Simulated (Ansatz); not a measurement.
Cu Kα1 powder pattern (kinematic, no thermal factors).
2θ (°) (relative intensity): 19.91 (99), 30.67 (100), 32.84 (59), 40.45 (12), 40.49 (65), 45.52 (33), 53.11 (29), 57.23 (19), 57.29 (37), 62.48 (4), 62.59 (14), 63.79 (16), 63.87 (10), 68.83 (17), 68.86 (13), 72.49 (9), 78.31 (6), 81.86 (7), 86.38 (7), 86.43 (11), 86.53 (12), 87.49 (2), 87.60 (7), 87.67 (10)

The pattern is computed from a structure relaxed with DFT PBE, scalar-relativistic, plane waves, PAW (Ansatz 0.2.0). No spin polarisation. Its elements are O, Pb.

Give the structure.

PbO₂.
Space group R-3m:H (No. 166). a = 3.446 Å, b = 3.446 Å, c = 13.368 Å, α = 90.00°, β = 90.00°, γ = 120.00°
```csv
atom,site,symmetry,x,y,z
Pb,3a,-3m,0.0000,0.0000,0.0000
O,6c,3m,0.3333,0.6667,0.9224
```

A pattern alone doesn't exclude other cells with like lines; this is the one computed.

The structure comes from a generated guess; another structure or a mixture of phases may lie lower. No dispersion correction is applied, so the spacing between layers, chains or molecules is poorly fixed.
